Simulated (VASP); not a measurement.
Data:

```yaml
crystal:
  lattice:
    - [4.12000, 0.00000, 0.00000]
    - [0.00000, 4.12000, 0.00000]
    - [0.00000, 0.00000, 4.12000]
  atoms:
    - { symbol: Cs, position: [0.00000, 0.00000, 0.00000] }
    - { symbol: Cl, position: [0.50000, 0.50000, 0.50000] }
```

Computed with G0W0 on PBE orbitals, VASP's PBE PAW potentials (set 64) (plane waves; VASP 6.6.1). Settings: PREC = Normal, 500 eV cut-off, 4×4×4 Γ-centred mesh, Gaussian smearing of 0.010 eV, potentials Cs_sv_GW Cl_GW.

The mesh is coarse and the basis finite, so the quasiparticle values are not converged.

NBANDS = 64, ENCUTGW = 150 eV, NOMEGA = 64. The PBE levels (eV) that the step starts from are:

```csv
state,KS energy,filling
"k1 (0.00, 0.00, 0.00), band 5",-5.36,2
"k1 (0.00, 0.00, 0.00), band 6",0.49,2
"k1 (0.00, 0.00, 0.00), band 7",0.49,2
"k1 (0.00, 0.00, 0.00), band 8",0.49,2
"k1 (0.00, 0.00, 0.00), band 9",5.77,0
"k1 (0.00, 0.00, 0.00), band 10",5.89,0
"k1 (0.00, 0.00, 0.00), band 11",5.89,0
"k1 (0.00, 0.00, 0.00), band 12",10.53,0
"k4 (0.25, 0.25, 0.00), band 5",-5.23,2
"k4 (0.25, 0.25, 0.00), band 6",-0.20,2
"k4 (0.25, 0.25, 0.00), band 7",0.24,2
"k4 (0.25, 0.25, 0.00), band 8",0.36,2
"k4 (0.25, 0.25, 0.00), band 9",6.77,0
"k4 (0.25, 0.25, 0.00), band 10",7.40,0
"k4 (0.25, 0.25, 0.00), band 11",8.05,0
"k4 (0.25, 0.25, 0.00), band 12",9.26,0
"k5 (0.50, 0.25, 0.00), band 5",-5.17,2
"k5 (0.50, 0.25, 0.00), band 6",-0.28,2
"k5 (0.50, 0.25, 0.00), band 7",0.14,2
"k5 (0.50, 0.25, 0.00), band 8",0.34,2
"k5 (0.50, 0.25, 0.00), band 9",6.93,0
"k5 (0.50, 0.25, 0.00), band 10",7.43,0
"k5 (0.50, 0.25, 0.00), band 11",9.02,0
"k5 (0.50, 0.25, 0.00), band 12",9.12,0
```

### Question
Give the quasiparticle energies and renormalisation factors Z.

### Answer

```json
[
 {"state": "k1 (0.00, 0.00, 0.00), band 5", "QP energy (eV)": "-7.05", "Z": "0.81"},
 {"state": "k1 (0.00, 0.00, 0.00), band 6", "QP energy (eV)": "-0.79", "Z": "0.78"},
 {"state": "k1 (0.00, 0.00, 0.00), band 7", "QP energy (eV)": "-0.79", "Z": "0.78"},
 {"state": "k1 (0.00, 0.00, 0.00), band 8", "QP energy (eV)": "-0.79", "Z": "0.78"},
 {"state": "k1 (0.00, 0.00, 0.00), band 9", "QP energy (eV)": "6.69", "Z": "0.85"},
 {"state": "k1 (0.00, 0.00, 0.00), band 10", "QP energy (eV)": "6.96", "Z": "0.85"},
 {"state": "k1 (0.00, 0.00, 0.00), band 11", "QP energy (eV)": "6.96", "Z": "0.85"},
 {"state": "k1 (0.00, 0.00, 0.00), band 12", "QP energy (eV)": "12.38", "Z": "0.83"},
 {"state": "k4 (0.25, 0.25, 0.00), band 5", "QP energy (eV)": "-6.90", "Z": "0.81"},
 {"state": "k4 (0.25, 0.25, 0.00), band 6", "QP energy (eV)": "-1.62", "Z": "0.78"},
 {"state": "k4 (0.25, 0.25, 0.00), band 7", "QP energy (eV)": "-1.09", "Z": "0.78"},
 {"state": "k4 (0.25, 0.25, 0.00), band 8", "QP energy (eV)": "-0.96", "Z": "0.78"},
 {"state": "k4 (0.25, 0.25, 0.00), band 9", "QP energy (eV)": "7.96", "Z": "0.85"},
 {"state": "k4 (0.25, 0.25, 0.00), band 10", "QP energy (eV)": "8.52", "Z": "0.85"},
 {"state": "k4 (0.25, 0.25, 0.00), band 11", "QP energy (eV)": "9.37", "Z": "0.84"},
 {"state": "k4 (0.25, 0.25, 0.00), band 12", "QP energy (eV)": "10.84", "Z": "0.84"},
 {"state": "k5 (0.50, 0.25, 0.00), band 5", "QP energy (eV)": "-6.84", "Z": "0.82"},
 {"state": "k5 (0.50, 0.25, 0.00), band 6", "QP energy (eV)": "-1.69", "Z": "0.78"},
 {"state": "k5 (0.50, 0.25, 0.00), band 7", "QP energy (eV)": "-1.21", "Z": "0.78"},
 {"state": "k5 (0.50, 0.25, 0.00), band 8", "QP energy (eV)": "-0.98", "Z": "0.78"},
 {"state": "k5 (0.50, 0.25, 0.00), band 9", "QP energy (eV)": "8.13", "Z": "0.85"},
 {"state": "k5 (0.50, 0.25, 0.00), band 10", "QP energy (eV)": "8.63", "Z": "0.85"},
 {"state": "k5 (0.50, 0.25, 0.00), band 11", "QP energy (eV)": "10.43", "Z": "0.83"},
 {"state": "k5 (0.50, 0.25, 0.00), band 12", "QP energy (eV)": "10.68", "Z": "0.84"}
]
```
On the mesh the gap opens from 5.28 to 7.48 eV.

The compound is CsCl in the CsCl type structure. The cell was not relaxed at this level.
